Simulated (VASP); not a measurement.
# Te2Mo in VASP: single point with PBEsol

Aim: the single point of Te2Mo with PBEsol.

All numbers are computed with VASP 6.6.1; they aren't measurements. Logs are shortened: lines on timing, memory, paths and dates and some standing lists are left out, and cuts for length are marked.

### Step 1. The structure

The cell holds a slab with vacuum, 6 atoms: a = 6.362 Å, b = 3.480 Å, c = 36.176 Å, α = 90.00°, β = 90.14°, γ = 90.00°.

### Step 2. Single point, PBEsol

Contents of INCAR:

```
ALGO = Fast ; EDIFF = 1E-6
ENCUT = 520 ; GGA = PS
ISIF = 2 ; ISMEAR = -1
LASPH = True ; LCHARG = False
LREAL = False ; LWAVE = False
NBANDS = 35 ; NELM = 100
PREC = Accurate ; SIGMA = 0.15
```

Contents of KPOINTS:

```
k-points
0
Gamma
  4 7 1
```

Contents of POSCAR:

```
Te2Mo
1.0
    6.3616090200      0.0000000000      0.0000000000
    0.0000000000      3.4804030600      0.0000000000
   -0.0857412200      0.0000000000     36.1758904700
Te Mo
4 2
Direct
    0.0791521300      0.7500000000      0.4434726800
    0.9208478700      0.2500000000      0.5565273200
    0.5707489000      0.2500000000      0.4592964200
    0.4292511000      0.7500000000      0.5407035800
    0.8186524400      0.7500000000      0.5025346300
    0.1813475600      0.2500000000      0.4974653700
```

Potentials or basis: VASP PAW PBE potentials, release 64 (Te, Mo_sv).

The run is started by

```bash
> cat potpaw_PBE.64/Te/POTCAR potpaw_PBE.64/Mo_sv/POTCAR > POTCAR
> mpirun -np 1 vasp_std > vasp.out
```

OUTCAR:

```text
EDIFF = 1E-6
   ENCUT = 520
   GGA = PS
   ISIF = 2
   ISMEAR = -1
   LASPH = True
   LREAL = False
   NELM = 100
   PREC = Accurate

 ion  position               nearest neighbor table
   1  0.079  0.750  0.443-   6 2.69   6 2.69   5 2.71   3 3.62   3 3.62
   2  0.921  0.250  0.557-   5 2.69   5 2.69   6 2.71   4 3.62   4 3.62
   3  0.571  0.250  0.459-   5 2.82   5 2.82   6 2.84   4 3.54   4 3.54   1 3.62   1 3.62
   4  0.429  0.750  0.541-   6 2.82   6 2.82   5 2.84   3 3.54   3 3.54   2 3.62   2 3.62
   5  0.819  0.750  0.503-   2 2.69   2 2.69   1 2.71   3 2.82   3 2.82   4 2.84   6 2.90   6 2.90

   6  0.181  0.250  0.497-   1 2.69   1 2.69   2 2.71   4 2.82   4 2.82   3 2.84   5 2.90   5 2.90

  LATTYP: Found a simple monoclinic cell.
 ALAT       =     6.3616090200
 B/A-ratio  =     0.5470947757
 C/A-ratio  =     5.6866104101
 COS(beta)  =    -0.0023701139

  Lattice vectors:

 A1 = (   6.3616090200,   0.0000000000,   0.0000000000)
 A2 = (   0.0000000000,   3.4804030600,   0.0000000000)
 A3 = (  -0.0857412200,   0.0000000000,  36.1758904700)

Analysis of symmetry for initial positions (statically):
=====================================================================
 Subroutine PRICEL returns:
 Original cell was already a primitive cell.

 Routine SETGRP: Setting up the symmetry group for a
 simple monoclinic supercell.

 Subroutine GETGRP returns: Found  4 space group operations
 (whereof  2 operations were pure point group operations)
 out of a pool of  4 trial point group operations.

The static configuration has the point symmetry S_2 .
 The point group associated with its full space group is C_2h.

Analysis of symmetry for dynamics (positions and initial velocities):
=====================================================================
 Subroutine PRICEL returns:
 Original cell was already a primitive cell.

 Routine SETGRP: Setting up the symmetry group for a
 simple monoclinic supercell.

 Subroutine GETGRP returns: Found  4 space group operations
 (whereof  2 operations were pure point group operations)
 out of a pool of  4 trial point group operations.

The dynamic configuration has the point symmetry S_2 .
 The point group associated with its full space group is C_2h.

 Subroutine INISYM returns: Found  4 space group operations
 (whereof  2 operations are pure point group operations),
 and found     1 'primitive' translations

----------------------------------------------------------------------------------------

                                     Primitive cell

  volume of cell :     800.9691

  direct lattice vectors                    reciprocal lattice vectors
     6.361609020  0.000000000  0.000000000     0.157192936  0.000000000  0.000372566
     0.000000000  3.480403060  0.000000000     0.000000000  0.287323044  0.000000000
    -0.085741220  0.000000000 36.175890470     0.000000000  0.000000000  0.027642720

  length of vectors
     6.361609020  3.480403060 36.175992078     0.157193378  0.287323044  0.027642720

  position of ions in fractional coordinates (direct lattice)
     0.079152130  0.750000000  0.443472680
     0.920847870  0.250000000  0.556527320
     0.570748900  0.250000000  0.459296420
     0.429251100  0.750000000  0.540703580
     0.818652440  0.750000000  0.502534630
     0.181347560  0.250000000  0.497465370

  ion indices of the primitive-cell ions
   primitive index   ion index
                 1           1
                 2           2
                 3           3
                 4           4
                 5           5
                 6           6

----------------------------------------------------------------------------------------

 KPOINTS: k-points

Automatic generation of k-mesh.
 Grid dimensions read from file:
 generate k-points for:    4    7    1

 Generating k-lattice:

  Cartesian coordinates                     Fractional coordinates (reciprocal lattice)
     0.039298234  0.000000000  0.000093142     0.250000000  0.000000000 -0.000000000
     0.000000000  0.041046149  0.000000000     0.000000000  0.142857143  0.000000000
     0.000000000  0.000000000  0.027642720     0.000000000  0.000000000  1.000000000

  Length of vectors
     0.039298344  0.041046149  0.027642720

  Shift w.r.t. Gamma in fractional coordinates (k-lattice)
     0.000000000  0.000000000  0.000000000

 Subroutine IBZKPT returns following result:
 ===========================================

 Found     12 irreducible k-points:

 Following reciprocal coordinates:
            Coordinates               Weight
  0.000000  0.000000  0.000000      1.000000
  0.250000  0.000000  0.000000      2.000000
  0.500000  0.000000  0.000000      1.000000
  0.000000  0.142857  0.000000      2.000000
  0.250000  0.142857  0.000000      4.000000
  0.500000  0.142857  0.000000      2.000000
  0.000000  0.285714  0.000000      2.000000
  0.250000  0.285714  0.000000      4.000000
  0.500000  0.285714  0.000000      2.000000
  0.000000  0.428571  0.000000      2.000000
  0.250000  0.428571  0.000000      4.000000
  0.500000  0.428571  0.000000      2.000000
   k-points           NKPTS =     12   k-points in BZ     NKDIM =     12   number of bands    NBANDS=     35
   number of dos      NEDOS =    301   number of ions     NIONS =      6
   total plane-waves  NPLWV = 362880
   dimension x,y,z NGX =    48 NGY =   28 NGZ =  270
   dimension x,y,z NGXF=    96 NGYF=   56 NGZF=  540
   ions per type =               4   2
   NGX,Y,Z   is equivalent  to a cutoff of  12.54, 13.37, 12.41 a.u.
   NGXF,Y,Z  is equivalent  to a cutoff of  25.09, 26.75, 24.82 a.u.
 SYSTEM =  unknown system
   PREC   = accura    normal or accurate (medium, high low for compatibility)
   ISTART =      0    job   : 0-new  1-cont  2-samecut
   ICHARG =      2    charge: 1-file 2-atom 10-const
   ISPIN  =      1    spin polarized calculation?
   LNONCOLLINEAR =      F non collinear calculations
   LSORBIT =      F    spin-orbit coupling
   LASPH  =      T    aspherical Exc in radial PAW
   ENCUT  =  520.0 eV  38.22 Ry    6.18 a.u.  11.83  6.47 67.26*2*pi/ulx,y,z
   NELM   =    100;   NELMIN=  2; NELMDL= -5     # of ELM steps
   EDIFF  = 0.1E-05   stopping-criterion for ELM
   LREAL  =      F    real-space projection
   EDIFFG = 0.1E-04   stopping-criterion for IOM
   NSW    =      0    number of steps for IOM
   IBRION =     -1    ionic relax: 0-MD 1-quasi-New 2-CG
   NFREE  =      0    steps in history (QN), initial steepest desc. (CG)
   ISIF   =      2    stress and relaxation
   ISYM   =      2    0-nonsym 1-usesym 2-fastsym
   POTIM  = 0.5000    time-step for ionic-motion
   TEBEG  =    0.0;   TEEND  =   0.0 temperature during run
   PSTRESS=    0.0 pullay stress
   NELECT =      52.0000    total number of electrons
   NUPDOWN=      -1.0000    fix difference up-down
   EMIN   =  10.00;   EMAX   =-10.00  energy-range for DOS
   EFERMI =   0.00;   METHOD = LEGACY
   ISMEAR =    -1;   SIGMA  =   0.15  broadening in eV -4-tet -1-fermi 0-gaus
   EFERMI_NEDOS =   21; number of points for ismear=-14 and -15
   IALGO  =     68    algorithm
   IMIX   =      4    mixing-type and parameters
     AMIX     =   0.40;   BMIX     =  1.00
     AMIX_MAG =   1.60;   BMIX_MAG =  1.00
  volume/ion in A,a.u.               =     133.49       900.87
  Fermi-wavevector in a.u.,A,eV,Ry     =   0.657967  1.243377  5.890240  0.432920
  Thomas-Fermi vector in A             =   1.729641
   LORBIT       =      0    0 simple, 1 ext, 2 COOP (PROOUT), +10 PAW based schemes
   GGA     = PS    functional components
   LHFCALC =     F    Hartree Fock is set to
   AEXX    =    0.0000 exact exchange contribution
   IVDW    =     0    specifies the selected vdW correction
   LEPSILON=     F    determine dielectric tensor
   LRPA    =     F    only Hartree local field effects (RPA)
 non-spin polarized calculation
 RMM-DIIS sequential band-by-band and
  energy-cutoff  :      520.00
  volume of cell :      800.97
 maximum number of plane-waves:     21707
 NGX is ok and might be reduce to    48
   NGX = 23   NGY = 13   NGZ =135

 number of electron      51.9999996 magnetization

 Free energy of the ion-electron system (eV)
  ---------------------------------------------------
  ext. energy  EPLUGINS =         0.00000000
  ---------------------------------------------------
  free energy    TOTEN  =       -39.14078774 eV

  energy without entropy =      -39.00302885  energy(sigma->0) =      -39.07190830

 E-fermi :  -2.2756     XC(G=0):  -2.3088

 val. band max:       -2.2848377774   @ k =   0.0000   0.1429   0.0000
 cond. band min:      -2.1598724098   @ k =   0.5000   0.0000   0.0000
 fundamental gap:      0.1249653676
 Fermi energy:        -2.2756098017

 k-point     1 :       0.0000    0.0000    0.0000
  band No.  band energies     occupation
      1     -63.1788      2.00000
      2     -63.1208      2.00000
      3     -37.4470      2.00000
      4     -37.3974      2.00000
      5     -37.3428      2.00000
      6     -37.2335      2.00000
[... 27 lines left out ...]
     34       1.7337      0.00000
     35       2.0423      0.00000

 k-point     2 :       0.2500    0.0000    0.0000
  band No.  band energies     occupation
      1     -63.1786      2.00000
      2     -63.1210      2.00000
      3     -37.4433      2.00000
      4     -37.3970      2.00000
      5     -37.3429      2.00000
      6     -37.2339      2.00000
[... 27 lines left out ...]
     34       1.9248      0.00000
     35       2.3344      0.00000

 k-point     3 :       0.5000    0.0000    0.0000
  band No.  band energies     occupation
      1     -63.1785      2.00000
      2     -63.1211      2.00000
      3     -37.4395      2.00000
      4     -37.3967      2.00000
      5     -37.3431      2.00000
      6     -37.2343      2.00000
[... 27 lines left out ...]
     34       1.4253      0.00000
     35       2.3207      0.00000
[... 267 lines left out ...]
 k-point    11 :       0.2500    0.4286    0.0000
  band No.  band energies     occupation
      1     -63.1508      2.00000
      2     -63.1380      2.00000
      3     -37.5032      2.00000
      4     -37.4974      2.00000
      5     -37.3003      2.00000
      6     -37.2885      2.00000
[... 27 lines left out ...]
     34       1.2045      0.00000
     35       2.7507      0.00000

 k-point    12 :       0.5000    0.4286    0.0000
  band No.  band energies     occupation
      1     -63.1508      2.00000
      2     -63.1380      2.00000
      3     -37.5048      2.00000
      4     -37.4989      2.00000
      5     -37.3001      2.00000
      6     -37.2880      2.00000
[... 27 lines left out ...]
     34       1.0535      0.00000
     35       2.1961      0.00000

------------------------ aborting loop because EDIFF is reached ----------------------------------------

  FORCE on cell =-STRESS in cart. coord.  units (eV):
  Direction    XX          YY          ZZ          XY          YZ          ZX
  --------------------------------------------------------------------------------------
  -------------------------------------------------------------------------------------
  Total       -2.8093662     -3.4944296     -1.4070279      0.0000000      0.0000000      0.1044289
  in kB       -5.6195714     -6.9899027     -2.8144759      0.0000000      0.0000000      0.2088890
  external PRESSURE =      -5.1413167 kB  Pullay stress =       0.0000000 kB

 VOLUME and BASIS-vectors are now :
 -----------------------------------------------------------------------------
  energy-cutoff  :      520.00
  volume of cell :      800.97
      direct lattice vectors                 reciprocal lattice vectors
     6.361609020  0.000000000  0.000000000     0.157192936  0.000000000  0.000372566
     0.000000000  3.480403060  0.000000000     0.000000000  0.287323044  0.000000000
    -0.085741220  0.000000000 36.175890470     0.000000000  0.000000000  0.027642720

 POSITION                                       TOTAL-FORCE (eV/Angst)
 -----------------------------------------------------------------------------------
      0.46551      2.61030     16.04302        -0.015312     -0.000000      0.171347
      5.81036      0.87010     20.13287         0.015312      0.000000     -0.171347
      3.59150      0.87010     16.61546        -0.014023     -0.000000      0.229074
      2.68437      2.61030     19.56043         0.014023     -0.000000     -0.229074
      5.16486      2.61030     18.17964         0.002163     -0.000000     -0.047987
      1.11101      0.87010     17.99625        -0.002163     -0.000000      0.047987
 -----------------------------------------------------------------------------------
    total drift:                                0.000000     -0.000000     -0.000000

  FREE ENERGIE OF THE ION-ELECTRON SYSTEM (eV)
  ---------------------------------------------------
  free  energy   TOTEN  =       -39.1407877407 eV

  energy  without entropy=      -39.0030288521  energy(sigma->0) =      -39.07190830
```

Wall time 7.9 min (1 thread of Intel Xeon Platinum 8488C (Sapphire Rapids), shared host); peak memory 0.88 GiB.

Results:

| Property | Result |
| --- | --- |
| Free energy | -39.1408 eV |
| Largest force | 0.230 eV/Å |
| Band gap on the k mesh | none (metal or under the smearing width) |

Forces in eV/Å, atoms in the order of the input:
```
Te  -0.015  0.000  0.171
Te   0.015  0.000 -0.171
Te  -0.014  0.000  0.229
Te   0.014  0.000 -0.229
Mo   0.002  0.000 -0.048
Mo  -0.002  0.000  0.048
```

Levels at points of the mesh, in eV from the Fermi level:
```tsv
k point	band 23	band 24	band 25	band 26	band 27	band 28	band 29	band 30
(0.00, 0.00, 0.00)	-0.92	-0.58	-0.29	0.18	0.66	1.10	1.72	2.12
(0.50, 0.00, 0.00)	-1.23	-0.79	-0.76	-0.65	0.12	1.09	1.48	1.82
```

Caveat: the PAW data sets were made with another functional, which shifts forces and pressure a little.
